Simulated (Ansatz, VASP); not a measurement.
## PbO2 in VASP and in Ansatz

```
Pb O
1.0
     0.00000    2.70199    2.70199
     2.70199    0.00000    2.70199
     2.70199    2.70199    0.00000
Pb O
1 2
Direct
  0.00000 0.00000 0.00000
  0.25000 0.25000 0.25000
  0.75000 0.75000 0.75000
```

Alike in both runs: task single point; functional PBE; k mesh 6 × 6 × 6; occupations gaussian, width 0.1 eV; no spin polarisation.

|  | VASP | Ansatz |
| --- | --- | --- |
| version | VASP 6.6.1 | Ansatz 0.2.0 |
| potentials or method | VASP PAW PBE potentials, release 64 (Pb_d, O) | scalar-relativistic, plane waves, PAW |
| plane-wave cutoff (eV) | 520 | 420 |
| valence electrons in the cell | 26 | 26 |

Ansatz gave:

| Item | Value |
| --- | --- |
| gap on the k mesh at the Fermi level (eV) | none |
| pressure (GPa) | 0.0 |

Q: What did VASP give for the same quantities?

A: gap on the k mesh at the Fermi level (eV): none; pressure (GPa): 0.2.

A gap of «none» marks a metal or a gap that the smearing closes. With one functional, cell and mesh, what is left measures potentials, basis and numerics.

The runs have no spin-orbit coupling, so splittings on Pb are missing.
